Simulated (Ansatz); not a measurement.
CdF2 in the fluorite structure, relaxed with r2SCAN in the plane-wave code Ansatz. The symmetry is Fm-3m (No. 225, cubic); a = 5.388 Å in the conventional setting, 13.04 Å³ an atom. Cd is surrounded by 8 F at 2.33 Å; F is surrounded by 4 Cd at 2.33 Å.

The axes x, y and z are those of this cell:
```yaml
crystal:
  lattice:
    - [0.00000, 2.69418, 2.69418]
    - [2.69418, 0.00000, 2.69418]
    - [2.69418, 2.69418, 0.00000]
  atoms:
    - { symbol: Cd, position: [0.00000, 0.00000, 0.00000] }
    - { symbol: F, position: [0.25000, 0.25000, 0.25000] }
    - { symbol: F, position: [0.75000, 0.75000, 0.75000] }
```

Unstrained: PBE gives an indirect gap of 3.100 eV, from W to Γ; the least direct gap is 3.598 eV at Γ. With r2SCAN the valence top lies at W and the conduction bottom at Γ, 3.794 eV higher; the smallest vertical gap, at Γ, is 4.306 eV. HSE06 gives an indirect gap of 5.207 eV, from W to Γ; the least direct gap is 5.791 eV at Γ. Meshes: PBE 8×8×8, r2SCAN 8×8×8, HSE06 6×6×6. Strains are changes of length per length. After each strain the atoms were relaxed again with r2SCAN within the symmetry that the strain leaves, so tilts or polar shifts that break it weren't tested; points keep the names that they have in the unstrained zone. Spin-unpolarised throughout; all numbers are computed.

(1) Apply biaxial +5.42 % in x and y, z held. How far does the gap move, against the unstrained cell?

(2) Estimate what isotropic +3.47 % on every length does to the gap.

(3) Estimate what epitaxial +1.37 % in the xy plane, free normal strain -1.00 % does to the gap.

Results:

(1) PBE: the gap goes from 3.100 to 2.620 eV (-0.480 eV); the edges go from W → Γ to (1/8, -1/2, -3/8) → Γ. r2SCAN: the gap goes from 3.794 to 3.300 eV (-0.494 eV); the edges go from W → Γ to (1/8, -1/2, -3/8) → Γ. The r2SCAN energy rises by 55.5 meV an atom.

(2) PBE: the gap goes from 3.100 to 2.735 eV (-0.365 eV). r2SCAN: the gap goes from 3.794 to 3.417 eV (-0.377 eV). HSE06: the gap goes from 5.207 to 4.797 eV (-0.410 eV). The r2SCAN energy rises by 43.7 meV an atom.

(3) PBE: the gap goes from 3.100 to 3.015 eV (-0.085 eV). r2SCAN: the gap goes from 3.794 to 3.707 eV (-0.087 eV). The r2SCAN energy rises by 3.1 meV an atom.

Spin-orbit coupling is left out.

The meshes of the hybrids are coarse, so their gaps aren't converged to the digits shown.
